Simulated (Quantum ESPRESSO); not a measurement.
Ir:

```
CELL_PARAMETERS angstrom
2.75138 0.00000 0.00000
-1.37569 2.38276 0.00000
0.00000 0.00000 4.46229
ATOMIC_POSITIONS crystal
Ir 0.33333 0.66667 0.25000
Ir 0.66667 0.33333 0.75000
```

This isn't the form of Ir at room conditions, which is fcc.

| Quantity | Value |
| --- | --- |
| Program | Quantum ESPRESSO 7.5 |
| Task | relaxation of cell and atoms |
| Functional | PBEsol |
| Dispersion | D4 |
| Potentials or basis | GBRV 1.5 PBEsol |
| Cutoff | 612 eV |
| Density cutoff | 4898 eV |
| k mesh | 11 × 11 × 6 |
| Occupations | fermi-dirac, width 0.05 eV |
| Spin | no spin polarisation |

At the start: pressure -17.5 GPa; volume 14.63 Å³/atom.

**Question.** How do energy, volume and symmetry change on relaxing?

**Answer.** Over 4 steps the energy falls by 39.8 meV/atom and the volume is 13.92 Å³/atom (-4.8 %); space group P6_3/mmc (No. 194, to 0.05 Å).

Step by step:
```
step  energy change (eV)  largest force (eV/Å)  pressure (GPa)  volume (Å³)
   1              0.0000                0.0000          -17.47        29.25
   2             -0.0720                0.0000           -5.86        28.27
   3             -0.0794                0.0000            0.48        27.81
   4             -0.0795                0.0000           -0.01        27.85
```

Final structure:
```cif
data_structure
_symmetry_space_group_name_H-M 'P 1'
_symmetry_Int_Tables_number 1
_cell_length_a 2.7069
_cell_length_b 2.7069
_cell_length_c 4.3882
_cell_angle_alpha 90.000
_cell_angle_beta 90.000
_cell_angle_gamma 120.000
_cell_volume 27.85
loop_
_atom_site_label
_atom_site_type_symbol
_atom_site_fract_x
_atom_site_fract_y
_atom_site_fract_z
_atom_site_occupancy
Ir1 Ir 0.33333 0.66667 0.25000 1
Ir2 Ir 0.66667 0.33333 0.75000 1
```

Caveat: pairwise dispersion overbinds metals, which lowers pressure and volume.
